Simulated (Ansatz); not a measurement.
**AlFe: energy and pressure over a range of volumes**

An exercise on one series of results from a longer session: the logs are not shown, and one member is left open.

Program: Ansatz 0.2.0. Level of theory: DFT PBE, scalar-relativistic. These are calculated values, not measurements.

## Starting point

It takes space group Pm-3m (No. 221, cubic). Conventional cell: a = 2.910 Å, b = 2.910 Å, c = 2.910 Å, α = 90.00°, β = 90.00°, γ = 90.00°. Al (site symmetry m-3m) is surrounded by 8 Fe at 2.52 Å. Around Fe (site symmetry m-3m) lie 8 Al at 2.52 Å.

Coordinates:

```xyz
2
Lattice="2.9100 0.0000 0.0000 0.0000 2.9100 0.0000 0.0000 0.0000 2.9100" Properties=species:S:1:pos:R:3 pbc="T T T"
Al    0.0000    0.0000    0.0000
Fe    1.4550    1.4550    1.4550
```

The geometry is a database entry used as it stands. It may stem from high pressure or temperature, or be incomplete, so it serves as a test cell.

Atoms are numbered in the order of the input: Al1, Fe2.

The first run:

input.yaml reads:

```yaml
crystal:
  lattice:
    - [2.8511009115, 0.0, 0.0]
    - [0.0, 2.8511009115, 0.0]
    - [0.0, 0.0, 2.8511009115]
  atoms:
    - { symbol: Al, position: [0.0, 0.0, 0.0] }
    - { symbol: Fe, position: [0.5, 0.5, 0.5], spin: 3.0 }
magnetization:
  spin_polarized: true
kpoints:
  mp_grid: { grid: [12, 12, 12] }
scf:
  occupations: { method: fermi_dirac, width: 0.05 }
hamiltonian:
  xc: pbe
  pseudopotentials: { kind: all_electron, lapw: { basis_error: 0.0005 } }
output:
  forces: true
  stress: true
  eigenvalues: true
```

Among the steps run: Volume × 0.9405, LAPW; Volume × 0.9405, PAW; Volume × 0.9405, crystal datasets; Volume × 0.98, LAPW; Volume × 0.98, PAW; Volume × 1.02, LAPW; Volume × 1.02, PAW; Volume × 1.06, LAPW; Volume × 1.06, PAW; Volume × 1.06, crystal datasets.

One of the session's tables, all rows but one given; the rest of the session is left out.

It belongs to the step «Fits». 

| method | volume (Å³/atom) | moment Fe2 (μB) |
| --- | --- | --- |
| LAPW | 11.588 | 0.72 |
| LAPW | 12.075 | 0.77 |
| LAPW | 12.321 | 0.80 |
| LAPW | 12.568 | 0.82 |
| LAPW | 13.060 | ? |
| PAW | 11.588 | 0.70 |
| PAW | 12.075 | 0.75 |
| PAW | 12.321 | 0.78 |
| PAW | 12.568 | 0.81 |
| PAW | 13.060 | 0.85 |
| crystal datasets | 11.588 | 0.70 |
| crystal datasets | 12.321 | 0.78 |
| crystal datasets | 13.060 | 0.85 |

**Question.** Estimate the row for LAPW, 13.060.

**Answer.** moment Fe2 (μB): 0.86. In the column «moment Fe2 (μB)» it is the highest.

To keep in mind: Other magnetic orders may lie lower; this is the state that the run reached. Warnings in the runs' records: crystal datasets made.
